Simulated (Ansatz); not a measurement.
The system is Ni.

```
Ni
1.0
     2.44802    0.00000    0.00000
    -1.22401    2.12005    0.00000
     0.00000    0.00000    4.07281
Ni
2
Direct
  0.66667 0.33333 0.75000
  0.33333 0.66667 0.25000
```

This isn't the form of Ni at room conditions, which is fcc.

```yaml
Program: Ansatz 0.2.0
Task: relaxation of cell and atoms
Functional: HSE06
Potentials_or_basis: Ansatz PAW
Cutoff: "420 eV (not typed: the program's choice for these potentials)"
k_mesh: 6 × 6 × 4
Occupations: fermi-dirac, width 0.05 eV
Spin: collinear spin, ferromagnetic start
Starting_moments: "[1.0, 1.0] μB"
```

At the start: volume 10.57 Å³/atom.

Task: Where does the relaxation end?

Result: It ends after 7 steps and the volume is 10.90 Å³/atom (+3.1 %); space group P6_3/mmc (No. 194, to 0.05 Å); moment 1.53 μB per cell.

The path:
```csv
step,energy change (eV),largest force (eV/Å),volume (Å³)
1,0.0000,0.0000,21.14
2,-0.0115,0.0000,21.43
3,-0.0160,0.0000,21.77
4,-0.0160,0.0000,21.80
5,-0.0173,0.0000,21.80
6,-0.0174,0.0000,21.79
7,-0.0173,0.0000,21.79
```

Final structure:
```
CELL_PARAMETERS angstrom
2.48816 0.00000 0.00000
-1.24408 2.15481 0.00000
0.00000 0.00000 4.06457
ATOMIC_POSITIONS crystal
Ni 0.66667 0.33333 0.75000
Ni 0.33333 0.66667 0.25000
```

Caveat: the k mesh is coarse (spacing up to 0.49 Å⁻¹), so the values aren't converged, least of all with exact exchange; the magnetic or orbital state may not be the lowest; the plane-wave basis is chosen anew once the cell has moved, so the energies of steps on either side of that aren't comparable; the pressure holds a Pulay correction of +0.5 GPa for the finite cutoff; the PAW data sets come from PBE, with cores solved anew for the run's functional, which leaves a small shift of forces and pressure.
